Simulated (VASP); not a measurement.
# GaS: dielectric tensor with PBE+D3(BJ)

Crystal: GaS.

```
Ga S
1.0
     3.58809    0.00000    0.00000
    -1.79405    3.10738    0.00000
     0.00000    0.00000   15.44526
Ga S
4 4
Direct
  0.33333 0.66667 0.17075
  0.66667 0.33333 0.67075
  0.33333 0.66667 0.32925
  0.66667 0.33333 0.82925
  0.33333 0.66667 0.60018
  0.66667 0.33333 0.10018
  0.33333 0.66667 0.89982
  0.66667 0.33333 0.39982
```

```json
{"Program": "VASP 6.6.1", "Task": "dielectric tensor", "Functional": "PBE", "Dispersion": "D3(BJ)", "Potentials or basis": "VASP PAW PBE potentials, release 64 (Ga_d, S)", "Cutoff": "600 eV", "k mesh": "12 × 12 × 3", "Occupations": "gaussian, width 0.03 eV", "Spin": "no spin polarisation", "Monkhorst-Pack mesh": "no", "Further INCAR settings": "ALGO = Normal; EDIFF = 1e-08"}
```

```json
{
 "Band gap on the k mesh": "1.57 eV, indirect (least direct gap 1.68 eV)",
 "Electronic dielectric tensor (diagonal)": "6.98, 6.98, 5.49",
 "Born charges (mean of the diagonal)": "Ga +1.85; S -1.85 e",
 "Dispersion energy per atom": "-0.273 eV"
}
```

Levels at points of the mesh, in eV from the valence-band top:
| k point | band 36 | band 37 | band 38 | band 39 | band 40 | band 41 |
| --- | --- | --- | --- | --- | --- | --- |
| (0.00, 0.00, 0.00) | -1.40 | -1.40 | 0.00 | 1.68 | 2.37 | 2.86 |
| (0.50, 0.00, 0.00) | -2.36 | -2.22 | -1.66 | 1.57 | 1.72 | 2.07 |

Electronic dielectric tensor:
```
6.98 0.00 0.00
0.00 6.98 0.00
0.00 0.00 5.49
```

Born effective charge tensors (e):
atom 1, Ga
```
2.27 0.00 0.00
0.00 2.27 0.00
0.00 0.00 1.00
```
atom 2, Ga
```
2.27 0.00 0.00
0.00 2.27 0.00
0.00 0.00 1.00
```
atom 3, Ga
```
2.27 0.00 0.00
0.00 2.27 0.00
0.00 0.00 1.00
```
atom 4, Ga
```
2.27 0.00 0.00
0.00 2.27 0.00
0.00 0.00 1.00
```
atom 5, S
```
-2.27  0.00  0.00
 0.00 -2.27  0.00
 0.00  0.00 -1.00
```
atom 6, S
```
-2.27  0.00  0.00
 0.00 -2.27  0.00
 0.00  0.00 -1.00
```
atom 7, S
```
-2.27  0.00  0.00
 0.00 -2.27  0.00
 0.00  0.00 -1.00
```
atom 8, S
```
-2.27  0.00  0.00
 0.00 -2.27  0.00
 0.00  0.00 -1.00
```

It took 68 min on 2 MPI ranks on Intel(R) Xeon(R) Platinum 8488C (Sapphire Rapids), with other jobs on the host, peak memory 1.7 GiB a rank.

The gap isn't set beside the measured one, since this odd mesh misses points on the zone boundary.

Caveat: an odd mesh through Γ misses points on the zone boundary, where band edges often lie.
